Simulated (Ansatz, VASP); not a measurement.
**Two plane-wave programs on CdTe**

```
CELL_PARAMETERS angstrom
0.00000 3.20500 3.20500
3.20500 0.00000 3.20500
3.20500 3.20500 0.00000
ATOMIC_POSITIONS crystal
Te 0.75000 0.75000 0.75000
Cd 0.00000 0.00000 0.00000
```

Alike in both runs: task relaxation of cell and atoms; functional BLYP; k mesh 7 × 7 × 7; occupations fermi-dirac, width 0.05 eV; no spin polarisation.

```csv
,VASP,Ansatz
version,VASP 6.6.1,Ansatz 0.2.0
potentials or method,"VASP PAW PBE potentials, release 64 (Te, Cd)",Ansatz PAW
plane-wave cutoff (eV),600,420
valence electrons in the cell,18,36
```

VASP gave:

- gap on the k mesh at the Fermi level, each at its own relaxed structure (eV): 0.30
- relaxed volume (Å³/atom): 38.88
- relaxed cell length with the largest relative difference (Å): 4.791
- energy change over the relaxation (meV/atom): -114

**Question.** Estimate Ansatz's values.

**Answer.** gap on the k mesh at the Fermi level, each at its own relaxed structure (eV): 0.28; relaxed volume (Å³/atom): 38.67; relaxed cell length with the largest relative difference (Å): 4.782; energy change over the relaxation (meV/atom): -106.

The two sets of potentials don't hold the same shells in valence.

Caveats: the volume moved by over 15 % at a fixed basis, so the end points are rough; spin-orbit coupling is left out, which moves the levels of the heavy elements; the PAW data sets were made with another functional, which shifts forces and pressure a little (VASP); the volume moved by +18 % from the deposited cell, more than functionals usually miss (VASP); odd divisions of the mesh miss points on the zone boundary, where band edges often lie, so the gap on the mesh can be too wide (Ansatz); the plane-wave basis is chosen anew once the cell has moved, so the energies of steps on either side of that aren't comparable (Ansatz); the volume moved by +17 % from the deposited cell, more than functionals usually miss (Ansatz). BLYP gives volumes clearly too large for solids. Zero-point motion and thermal expansion aren't in these numbers.
